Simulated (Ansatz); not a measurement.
# Ru (Fm-3m) in Ansatz: a series of runs, part 2 of 2

Ansatz 0.2.0. The steps go on from the part before.

## (3) Optical spectrum, PBE+D3(BJ)

The input, input.yaml:

```yaml
crystal:
  lattice: { a: 2.7082189719, b: 2.7082189719, c: 2.7082189719, alpha: 60.0, beta: 60.0, gamma: 60.0 }
  atoms:
    - { symbol: Ru, position: [0.0, 0.0, 0.0] }
kpoints:
  mp_grid: { grid: [12, 12, 12] }
scf:
  occupations: { method: tetrahedron }
hamiltonian:
  xc: pbe
  dispersion: d3bj
  pseudopotentials: { kind: all_electron, lapw: { basis_error: 0.001 } }
output:
  eigenvalues: true
  optics:
    e_range: [0, 14]
    de: 0.1
    sigma: 0.1
    nscf_kmesh: { grid: [18, 18, 18] }
```

Potentials or basis: all-electron LAPW, scalar-relativistic.

Command:

```sh
$ ansatz run input.yaml --threads 1 --pin off --max-ram 2560MiB --backend cpu --events-out ev --progress --plain --runs-dir out
```

The program printed:

```text
Warning: RAYON_NUM_THREADS=1 ignored (pool sized by the plan → 1); use --threads N
LAPW: plane waves up to 8.389 Å⁻¹, error target 1.0e-3 eV per atom; small_component_spin mean_spin; Ru in spheres of 1.354 Å, 26 of its electrons in bands, Dirac shells [] (how accurate: hamiltonian.pseudopotentials.lapw.basis_error, Limitations)
Engine: ansatz 0.2.0, aarch64-unknown-linux-gnu
Pseudopotentials: kind: all_electron
Pseudopotential: Ru, LAPW, valence charge 26, lapw/all_electron/scalar/gaussian/Ru, Koelling and Harmon's equation, gaussian nucleus
Functional definition: PBE
  parameter kappa = 0.804
  parameter beta = 0.06672455060314922
  exchange = pbe_x(kappa = kappa, mu = beta*pi^2/3)
  correlation = pbe_c(beta = beta)
davidson cushion auto → on  (no smearing: the cushion is to keep the highest requested band from converging to the state above it; pin scf.eigensolver.cushion to override)
Crystal: 1 atoms, lattice volume = 14.045 Å³
Basis set: ecut = 268.1211164480539 eV, 137 PW (Γ), exchange–correlation at level 2
Bands: 17, of which v1, the nominal top of the filled ones, is band 13 counted from 1 (12 counted from 0)
Symmetry: 48 space group operations
Space group: Fm-3m (ITA 225), of the structure as read, at distance tolerance 2.4e-5 Å
k-points: 72 of 1728
Non-local potential: Ru, projectors of the file, none
Initial density: superposition of atomic densities (chi_scale 0.1, normalization cell)
Initial wavefunctions: plane waves of lowest kinetic energy (no species holds an atomic orbital)
Functional: x = pbe(κ = 0.804, μ = 0.2195149727645171), c = pbe(β = 0.06672455060314922)
iter 1 solved again at ethr=5.36e-4 eV; its pass at ethr=1.00e-1 eV (dr2=1.39e-1 eV) is discarded
SCF iter   1: F=—  HF=-123296.287385 eV  |F-HF|=—  |Δ(HF+E_count)|=         —  Δρ=4.45e-2  dr2=1.40e-1  ethr=5.36e-4  ⟨swp⟩=2.7  Hψ=8032  notcnv=0
preconditioner: auto → none  [metal: no gap  n_scr=8 (ndim 8)  ℏωp=28.0 eV  f_vac=0.000  sad-step TF]
iter 2 solved again at ethr=3.53e-5 eV; its pass at ethr=5.36e-4 eV (dr2=9.19e-3 eV) is discarded
SCF iter   2: F=—  HF=-123295.697049 eV  |F-HF|=—  |Δ(HF+E_count)|=   5.90e-1  Δρ=9.57e-3  dr2=9.20e-3  ethr=3.53e-5  ⟨swp⟩=2.0  Hψ=6614  notcnv=0
SCF iter   3: F=—  HF=-123295.672375 eV  |F-HF|=—  |Δ(HF+E_count)|=   2.47e-2  Δρ=7.25e-3  dr2=4.64e-3  ethr=3.53e-5  ⟨swp⟩=2.1  Hψ=3751  notcnv=0
SCF iter   4: F=—  HF=-123295.671166 eV  |F-HF|=—  |Δ(HF+E_count)|=   1.21e-3  Δρ=1.24e-3  dr2=1.43e-4  ethr=1.79e-5  ⟨swp⟩=2.0  Hψ=3700  notcnv=0
SCF iter   5: F=—  HF=-123295.671117 eV  |F-HF|=—  |Δ(HF+E_count)|=   4.90e-5  Δρ=1.19e-4  dr2=1.27e-6  ethr=5.50e-7  ⟨swp⟩=2.2  Hψ=3758  notcnv=0
SCF iter   6: F=—  HF=-123295.671113 eV  |F-HF|=—  |Δ(HF+E_count)|=   4.24e-6  Δρ=4.46e-6  dr2=1.23e-9  ethr=4.88e-9  ⟨swp⟩=3.0  Hψ=3881  notcnv=0
SCF iter   7: F=—  HF=-123295.671113 eV  |F-HF|=—  |Δ(HF+E_count)|=   9.05e-8  Δρ=3.11e-7  dr2=3.64e-12  ethr=4.73e-12  ⟨swp⟩=3.4  Hψ=4268  notcnv=0
SCF iter   8: F=-123295.671113 eV  HF=-123295.671113 eV  |F-HF|=0.00e0  |Δ(HF+E_count)|=   4.61e-8  Δρ=6.85e-9  dr2=4.79e-15  ethr=2.83e-12 (applied; sched 1.00e-12)  ⟨swp⟩=2.0  Hψ=3744  notcnv=0
SCF 1 converged in 8 iterations: F = -123295.671113 eV  dr2 = 4.79e-15
NSCF: frozen V_eff on 195 k-points
the basis was enlarged: its passes take 43.7 MiB over the memory plan, 1 of 1 planned eigensolver slots
SCF converged after 8 iterations
Stability not checked: this state was not tested for a lower state beside it, because cold or Methfessel-Paxton smearing, or corrected tetrahedra, fill the levels in a way that the test cannot read (fill_not_monotonic; see scf.lower_state_search)
Free energy (F): -123295.671113 eV
Harris-Foulkes:  -123295.671113 eV  (|F-HF|=0.00e0)
Internal energy: -123295.670992 eV  (E = F + TS)
E sigma→0 (E₀):  -123295.671113 eV
Entropy (-TS):   -0.000121 eV (-0.121 meV/atom)
Fermi energy:    24.634024 eV
--- Per-component energies (eV) ---
  E_band       = -2482.450327
  E_kinetic    = 128210.476800
  E_xc         = -3641.006928
  E_electrostatic = -247864.538277  (all electrons and nuclei)
  E_disp       = -0.602588  (pairwise vdW)
  E_smearing   = -0.000121  (= −TS)
  E_closure    = 0.000000  (closes the sum)
  E_atoms      = -123285.943890  (free atoms, spherical and without spin; not in F)
  Σ components = -123295.671113   (vs F -123295.671113, Δ=0.00e0)
  Basis errors (estimates in eV, not in F): energy 1.7e-4 per atom: plane waves 1.5e-4 (1.1e-4 summed), levels above the bands 0.0e0, relativity 6.2e-8, radial functions 1.6e-5, core shells 7.0e-7; eigenvalues (radial functions only) 6.5e-6; not estimated: angular momenta, meshes, grids; target (lapw.basis_error) 1.0e-3; muffin-tin radii Ru 1.354 Å
--- Band table (eV; the first three rows and the last of 72) ---
  k-point 0: bands = ["-245.0451", "-245.0451", "-245.0451", "-245.0348", "-245.0348", "-48.3323", "-17.7626", "-17.7626", "-17.7626", "16.9397", "22.1809", "22.1809", "22.1809", "24.5068", "24.5068", "39.5224", "44.9478"]
  k-point 1: bands = ["-245.0451", "-245.0451", "-245.0451", "-245.0348", "-245.0348", "-48.3219", "-17.8291", "-17.7713", "-17.7713", "17.2225", "22.0400", "22.2964", "22.2964", "24.4372", "24.4372", "39.9776", "43.7454"]
  k-point 2: bands = ["-245.0451", "-245.0451", "-245.0451", "-245.0348", "-245.0348", "-48.2935", "-18.0090", "-17.7952", "-17.7952", "17.9708", "21.7803", "22.5287", "22.5287", "24.3720", "24.3720", "41.0213", "41.6729"]
  k-point 71: bands = ["-245.0451", "-245.0451", "-245.0451", "-245.0348", "-245.0348", "-48.1241", "-18.3891", "-18.3891", "-18.1214", "19.9489", "21.3393", "21.3393", "24.1758", "26.7743", "34.8392", "34.8392", "36.3287"]
```

Run time: 1.7 min. Hardware: 1 thread of Arm Neoverse V1, shared host; peak memory 0.4 GiB.

What came out:

| Quantity | Value |
| --- | --- |
| Free energy | -123295.6711 eV |
| Band gap on the k mesh | none (metal or under the smearing width) |

Dielectric function (mean over the directions given):
```tsv
energy (eV)	real part	imaginary part
0.30	25.81	83.34
0.60	28.62	82.69
1.00	35.29	53.72
1.30	23.58	59.33
1.70	-11.34	43.23
2.00	15.08	48.64
2.40	-2.36	33.12
2.70	-17.28	22.94
3.10	-12.31	20.64
3.40	-9.34	21.82
3.80	-16.33	14.99
4.10	-13.56	6.48
4.50	-6.87	4.24
4.80	-4.74	4.16
5.20	-3.71	5.09
5.50	-2.45	3.84
5.90	-4.60	3.04
6.20	-2.15	3.77
6.60	-2.65	2.06
6.90	-1.85	2.81
7.30	-2.15	2.21
7.60	-1.02	1.38
8.00	-0.50	2.10
8.30	-0.70	1.44
8.70	-0.09	1.87
9.00	0.35	0.77
9.40	2.11	0.98
9.70	1.27	2.05
10.10	1.45	1.79
10.40	1.44	1.28
10.80	2.51	3.39
11.10	1.54	3.62
11.50	0.31	3.55
11.80	0.69	1.39
12.20	0.43	2.12
12.50	0.81	1.77
12.90	1.96	2.25
13.20	0.94	2.18
13.60	1.45	2.48
14.00	1.75	1.51
```

Caveat: local fields are left out; spectra need much finer meshes, so this one isn't converged; independent-particle spectra lack excitons; the intraband (Drude) part of a metal's response may be missing; pairwise dispersion overbinds metals, which lowers pressure and volume.

## (4) Band structure, RPBE+D4+U (cell strained at random at fixed volume)

The input, input.yaml:

```yaml
crystal:
  lattice:
    - [-0.014576, 1.907453, 1.920255]
    - [1.890709, -0.01602, 1.921699]
    - [1.892082, 1.910269, -0.017393]
  atoms:
    - { symbol: Ru, position: [0.0, 0.0, 0.0] }
kpoints:
  mp_grid: { grid: [12, 12, 12] }
  band_path:
    path: [[0.0, 0.5, 0.0], [0.0, 0.0, 0.0], [0.0, 0.0, 0.5]]
    npoints: 6
scf:
  occupations: { method: gaussian, width: 0.05 }
hamiltonian:
  xc: rpbe
  dispersion: d4
  pseudopotentials:
    kind: all_electron
    lapw: { basis_error: 0.001 }
    dirac_shells: { Ru: ["3p", "3d"] }
  hubbard:
    sites: [{ species: Ru, l: d, u_eff: 6 }]
    double_counting: fll
    projectors: atomic
output:
  forces: true
  stress: true
  eigenvalues: true
```

Potentials or basis: all-electron LAPW, inner shells corrected to Dirac's equation.

Command:

```sh
$ ansatz run input.yaml --threads 1 --pin off --max-ram 2560MiB --backend cpu --events-out ev --progress --plain --runs-dir out
```

It took 1.9 min on 1 thread of Intel Xeon Platinum 8259CL at 2.50GHz (Skylake/Cascade Lake), shared host; peak memory 1 GiB.

The run converged. Its results:

```yaml
Free_energy: -123319.6059 eV
Pressure: -26.4 GPa
Band_gap_along_the_path: none (metal or under the smearing width)
```

Stress tensor (GPa, compression positive):
```
-24.00   1.33   1.67
  1.33 -26.84   1.98
  1.67   1.98 -28.44
```

Levels at the corners of the path, in eV from the Fermi level:
```
point  band 11  band 12  band 13  band 14  band 15  band 16  band 17
    X    -3.18    -2.91     1.69     1.87     2.19    10.99    15.73
    Γ    -2.96    -2.82    -2.64    -0.38    -0.13    16.08    21.22
    Y    -3.10    -2.98     1.68     1.87     2.18    10.97    15.74
```

Caveat: U without spin polarisation on a metal has little footing; pairwise dispersion overbinds metals, which lowers pressure and volume; the U is typed as a test and isn't derived for this compound.

## (5) Single point, RPBE+U, 13.20 Å³/atom (volume scaled by 0.94)

The input, input.yaml:

```yaml
crystal:
  lattice:
    - [0.0, 1.8759073982, 1.8759073982]
    - [1.8759073982, 0.0, 1.8759073982]
    - [1.8759073982, 1.8759073982, 0.0]
  atoms:
    - { symbol: Ru, position: [0.0, 0.0, 0.0] }
kpoints:
  mp_grid: { grid: [12, 12, 12] }
scf:
  occupations: { method: tetrahedron }
hamiltonian:
  xc: rpbe
  pseudopotentials: { kind: all_electron, lapw: { basis_error: 0.002 } }
  hubbard:
    sites: [{ species: Ru, l: d, u_eff: 6 }]
    double_counting: fll
    projectors: ortho-atomic
output:
  forces: true
  stress: true
  eigenvalues: true
  hubbard: {}
```

Potentials or basis: all-electron LAPW, scalar-relativistic.

Command:

```sh
$ ansatz run input.yaml --threads 1 --pin off --max-ram 2560MiB --backend cpu --events-out ev --progress --plain --runs-dir out
```

It took 9.4 s on 1 thread of Intel Xeon Platinum 8259CL at 2.50GHz (Skylake/Cascade Lake), shared host; peak memory 0.32 GiB.

It converged, with:

```
Free energy            : -123296.3400 eV
Pressure               : 16.9 GPa
Band gap on the k mesh : none (metal or under the smearing width)
```

Caveat: U without spin polarisation on a metal has little footing; the U is typed as a test and isn't derived for this compound; with tetrahedron occupations forces and stress needn't match the slope of the energy.

## (6) Single point, RPBE+U, 13.48 Å³/atom (volume scaled by 0.96)

input.yaml: that of step 5 with these lines changed.

```diff
@@ -2,5 +2,5 @@
   lattice:
-    - [0.0, 1.8759073982, 1.8759073982]
-    - [1.8759073982, 0.0, 1.8759073982]
-    - [1.8759073982, 1.8759073982, 0.0]
+    - [0.0, 1.8891184489, 1.8891184489]
+    - [1.8891184489, 0.0, 1.8891184489]
+    - [1.8891184489, 1.8891184489, 0.0]
   atoms:
```

Potentials or basis: all-electron LAPW, scalar-relativistic.

Command:

```sh
$ ansatz run input.yaml --threads 1 --pin off --max-ram 2560MiB --backend cpu --events-out ev --progress --plain --runs-dir out
```

It took 10 s on 1 thread of Intel Xeon Platinum 8259CL at 2.50GHz (Skylake/Cascade Lake), shared host; peak memory 0.32 GiB.

It converged, with:

- Free energy: -123296.3631 eV
- Pressure: 9.7 GPa
- Band gap on the k mesh: none (metal or under the smearing width)

Caveat: U without spin polarisation on a metal has little footing; the U is typed as a test and isn't derived for this compound; with tetrahedron occupations forces and stress needn't match the slope of the energy.

## (7) Single point, RPBE+U, 13.76 Å³/atom (volume scaled by 0.98)

input.yaml: that of step 6 with these lines changed.

```diff
@@ -2,5 +2,5 @@
   lattice:
-    - [0.0, 1.8891184489, 1.8891184489]
-    - [1.8891184489, 0.0, 1.8891184489]
-    - [1.8891184489, 1.8891184489, 0.0]
+    - [0.0, 1.9021472637, 1.9021472637]
+    - [1.9021472637, 0.0, 1.9021472637]
+    - [1.9021472637, 1.9021472637, 0.0]
   atoms:
```

Command:

```sh
$ ansatz run input.yaml --threads 1 --pin off --max-ram 2560MiB --backend cpu --events-out ev --progress --plain --runs-dir out
```

It took 14 s on 1 thread of Intel Xeon Platinum 8259CL at 2.50GHz (Skylake/Cascade Lake), shared host; peak memory 0.33 GiB.

The run converged. Its results:

| Property | Result |
| --- | --- |
| Free energy | -123296.3744 eV |
| Pressure | 3.8 GPa |
| Band gap on the k mesh | none (metal or under the smearing width) |

Caveat: U without spin polarisation on a metal has little footing; the U is typed as a test and isn't derived for this compound; with tetrahedron occupations forces and stress needn't match the slope of the energy.

## (8) Single point, RPBE+U, 14.05 Å³/atom

input.yaml: that of step 7 with these lines changed.

```diff
@@ -2,5 +2,5 @@
   lattice:
-    - [0.0, 1.9021472637, 1.9021472637]
-    - [1.9021472637, 0.0, 1.9021472637]
-    - [1.9021472637, 1.9021472637, 0.0]
+    - [0.0, 1.915, 1.915]
+    - [1.915, 0.0, 1.915]
+    - [1.915, 1.915, 0.0]
   atoms:
```

Command:

```sh
$ ansatz run input.yaml --threads 1 --pin off --max-ram 2560MiB --backend cpu --events-out ev --progress --plain --runs-dir out
```

It took 17 s on 1 thread of Intel Xeon Platinum 8259CL at 2.50GHz (Skylake/Cascade Lake), shared host; peak memory 0.32 GiB.

The run converged. Its results:

- Free energy: -123296.3759 eV
- Pressure: -0.7 GPa
- Band gap on the k mesh: none (metal or under the smearing width)

Caveat: U without spin polarisation on a metal has little footing; the U is typed as a test and isn't derived for this compound; with tetrahedron occupations forces and stress needn't match the slope of the energy.

## (9) Single point, RPBE+U, 14.33 Å³/atom (volume scaled by 1.02)

input.yaml: that of step 8 with these lines changed.

```diff
@@ -2,5 +2,5 @@
   lattice:
-    - [0.0, 1.915, 1.915]
-    - [1.915, 0.0, 1.915]
-    - [1.915, 1.915, 0.0]
+    - [0.0, 1.9276824888, 1.9276824888]
+    - [1.9276824888, 0.0, 1.9276824888]
+    - [1.9276824888, 1.9276824888, 0.0]
   atoms:
```

Potentials or basis: all-electron LAPW, scalar-relativistic.

Command:

```sh
$ ansatz run input.yaml --threads 1 --pin off --max-ram 2560MiB --backend cpu --events-out ev --progress --plain --runs-dir out
```

Wall time 14 s (1 thread of Intel Xeon Platinum 8259CL at 2.50GHz (Skylake/Cascade Lake), shared host); peak memory 0.32 GiB.

The run converged. Its results:

```
Free energy            : -123296.3698 eV
Pressure               : -4.7 GPa
Band gap on the k mesh : none (metal or under the smearing width)
```

Caveat: U without spin polarisation on a metal has little footing; the U is typed as a test and isn't derived for this compound; with tetrahedron occupations forces and stress needn't match the slope of the energy.

## (10) Single point, RPBE+U, 14.61 Å³/atom (volume scaled by 1.04)

input.yaml: that of step 9 with these lines changed.

```diff
@@ -2,5 +2,5 @@
   lattice:
-    - [0.0, 1.9276824888, 1.9276824888]
-    - [1.9276824888, 0.0, 1.9276824888]
-    - [1.9276824888, 1.9276824888, 0.0]
+    - [0.0, 1.9402002583, 1.9402002583]
+    - [1.9402002583, 0.0, 1.9402002583]
+    - [1.9402002583, 1.9402002583, 0.0]
   atoms:
```

Command:

```sh
$ ansatz run input.yaml --threads 1 --pin off --max-ram 2560MiB --backend cpu --events-out ev --progress --plain --runs-dir out
```

It took 16 s on 1 thread of Intel Xeon Platinum 8259CL at 2.50GHz (Skylake/Cascade Lake), shared host; peak memory 0.32 GiB.

It converged, with:

```yaml
Free_energy: -123296.3561 eV
Pressure: -7.5 GPa
Band_gap_on_the_k_mesh: none (metal or under the smearing width)
```

Caveat: U without spin polarisation on a metal has little footing; the U is typed as a test and isn't derived for this compound; with tetrahedron occupations forces and stress needn't match the slope of the energy.

## (11) Single point, RPBE+U, 14.89 Å³/atom (volume scaled by 1.06)

input.yaml: that of step 10 with these lines changed.

```diff
@@ -2,5 +2,5 @@
   lattice:
-    - [0.0, 1.9402002583, 1.9402002583]
-    - [1.9402002583, 0.0, 1.9402002583]
-    - [1.9402002583, 1.9402002583, 0.0]
+    - [0.0, 1.9525585549, 1.9525585549]
+    - [1.9525585549, 0.0, 1.9525585549]
+    - [1.9525585549, 1.9525585549, 0.0]
   atoms:
```

Command:

```sh
$ ansatz run input.yaml --threads 1 --pin off --max-ram 2560MiB --backend cpu --events-out ev --progress --plain --runs-dir out
```

Wall time 15 s (1 thread of Intel Xeon Platinum 8259CL at 2.50GHz (Skylake/Cascade Lake), shared host); peak memory 0.32 GiB.

The run converged. Its results:

| Item | Value |
| --- | --- |
| Free energy | -123296.3369 eV |
| Pressure | -10.2 GPa |
| Band gap on the k mesh | none (metal or under the smearing width) |

Caveat: U without spin polarisation on a metal has little footing; the U is typed as a test and isn't derived for this compound; with tetrahedron occupations forces and stress needn't match the slope of the energy.

## (12) Equation of state, RPBE+U

Potentials or basis: all-electron LAPW, scalar-relativistic.

This step only gathers the single runs of the series.

Results:

```
Equilibrium volume : 13.96 Å³/atom (rough: see the caveat)
Bulk modulus       : 245 GPa (rough)
```

Energy against volume, from the lowest point:
| volume (Å³/atom) | energy (meV/atom) |
| --- | --- |
| 13.203 | 35.87 |
| 13.484 | 12.86 |
| 13.765 | 1.50 |
| 14.045 | 0.00 |
| 14.326 | 6.13 |
| 14.607 | 19.84 |
| 14.888 | 38.97 |

Caveat: the fit is doubtful: noisy points or a state that changes with volume; the U is typed as a test and isn't derived for this compound; with tetrahedron occupations forces and stress needn't match the slope of the energy.
